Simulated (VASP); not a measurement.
Method: PBEsol GGA, VASP's PBE PAW potentials (set 64) (plane waves; VASP).

Input for VASP

### INCAR
```
SYSTEM = InN
PREC = Accurate
ENCUT = 520
EDIFF = 1E-7
NELM = 100
ALGO = Normal
LREAL = .FALSE.
LASPH = .TRUE.
ISMEAR = 0
SIGMA = 0.05
GGA = PS
LMAXMIX = 4
LWAVE = .FALSE.
LCHARG = .FALSE.
LORBIT = 11
ICHARG = 11
```

KPOINTS:
```
k-points along high-symmetry lines
10
Line-mode
Reciprocal
  0.000000   0.000000   0.000000 ! GAMMA
 -0.000000   0.500000   0.000000 ! M

 -0.000000   0.500000   0.000000 ! M
 -0.333333   0.666667   0.000000 ! K

 -0.333333   0.666667   0.000000 ! K
  0.000000   0.000000   0.000000 ! GAMMA

  0.000000   0.000000   0.000000 ! GAMMA
  0.000000   0.000000   0.500000 ! A

  0.000000   0.000000   0.500000 ! A
 -0.000000   0.500000   0.500000 ! L

 -0.000000   0.500000   0.500000 ! L
 -0.333333   0.666667   0.500000 ! H

 -0.333333   0.666667   0.500000 ! H
  0.000000   0.000000   0.500000 ! A

 -0.000000   0.500000   0.500000 ! L
 -0.000000   0.500000   0.000000 ! M

 -0.333333   0.666667   0.500000 ! H
 -0.333333   0.666667   0.000000 ! K
```

POSCAR:
```
InN
1
    1.7690571017    -3.0640968522    -0.0000000000
    1.7690571017     3.0640968522     0.0000000000
    0.0000000000     0.0000000000     5.7118804560
In N
2 2
Direct
  0.6666670000   0.3333330000   0.4998915258
  0.3333330000   0.6666670000   0.9998915258
  0.6666670000   0.3333330000   0.8791084742
  0.3333330000   0.6666670000   0.3791084742
```

POTCAR, in this order: In_d N (PBE.64 set). Program: vasp_std. Read from the step before: CHGCAR.

The resulting files:

OSZICAR:
```
       N       E                     dE             d eps       ncg     rms          rms(c)
DAV:   1     0.336721778282E+03    0.33672E+03   -0.18495E+04  3960   0.232E+03
DAV:   2     0.195289186143E+02   -0.31719E+03   -0.31059E+03  4080   0.492E+02
DAV:   3    -0.205503501644E+02   -0.40079E+02   -0.39287E+02  5036   0.179E+02
DAV:   4    -0.222787859511E+02   -0.17284E+01   -0.17179E+01  5024   0.379E+01
DAV:   5    -0.223341044348E+02   -0.55318E-01   -0.55298E-01  5358   0.629E+00
DAV:   6    -0.223360544290E+02   -0.19500E-02   -0.19499E-02  5534   0.107E+00
DAV:   7    -0.223361035169E+02   -0.49088E-04   -0.49089E-04  5386   0.161E-01
DAV:   8    -0.223361044091E+02   -0.89215E-06   -0.89181E-06  5568   0.249E-02
DAV:   9    -0.223361044305E+02   -0.21435E-07   -0.20983E-07  3940   0.397E-03
   1 F= -.22336104E+02 E0= -.22334509E+02  d E =-.319017E-02
```

File OUTCAR:
```
 val. band max:        6.3872534274   @ k =  -0.0000   0.0000   0.0000

 cond. band min:       6.5845782111   @ k =   0.0000   0.0000   0.0556



 k-point     1 :       0.0000    0.0000    0.0000
  band No.  band energies     occupation
      1      -8.3850      2.00000
      2      -8.2027      2.00000
      3      -6.9199      2.00000
      4      -6.9053      2.00000
      5      -6.9053      2.00000
      6      -6.8331      2.00000
      7      -6.8331      2.00000
      8      -6.6165      2.00000
      9      -6.6165      2.00000
     10      -6.4667      2.00000
     11      -6.4667      2.00000
     12      -4.7799      2.00000
     13       0.5474      2.00000
     14       5.4985      2.00000
     15       5.4986      2.00000
     16       6.0932      2.00000
     17       6.3670      1.73691
     18       6.3872      1.41608
     19       6.3873      1.41577
     20       9.0958      0.00000
     21      13.1949      0.00000
     22      15.3968      0.00000

 k-point     2 :       0.0000    0.0556    0.0000
  band No.  band energies     occupation
      1      -8.3840      2.00000
      2      -8.2025      2.00000
      3      -6.9183      2.00000
      4      -6.8992      2.00000
      5      -6.8719      2.00000
      6      -6.8284      2.00000
      7      -6.8250      2.00000
      8      -6.6196      2.00000
      9      -6.6170      2.00000
     10      -6.4733      2.00000
     11      -6.4657      2.00000
     12      -4.7587      2.00000
     13       0.5829      2.00000
     14       5.2909      2.00000
     15       5.4455      2.00000
     16       5.6460      2.00000
     17       6.3307      1.96822
     18       6.3621      1.79160
     19       6.8407      0.00000
     20       9.2809      0.00000
     21      13.1791      0.00000
     22      15.0758      0.00000

 k-point     3 :       0.0000    0.1111    0.0000
  band No.  band energies     occupation
      1      -8.3819      2.00000
      2      -8.2048      2.00000
...
```

The density is held fixed in this step, so its total energy and stress have no physical meaning. Unless said otherwise, spin-orbit coupling is left out, though it shifts the bands of the heavy elements here.

The compound is InN in the wurtzite structure. It was relaxed first.
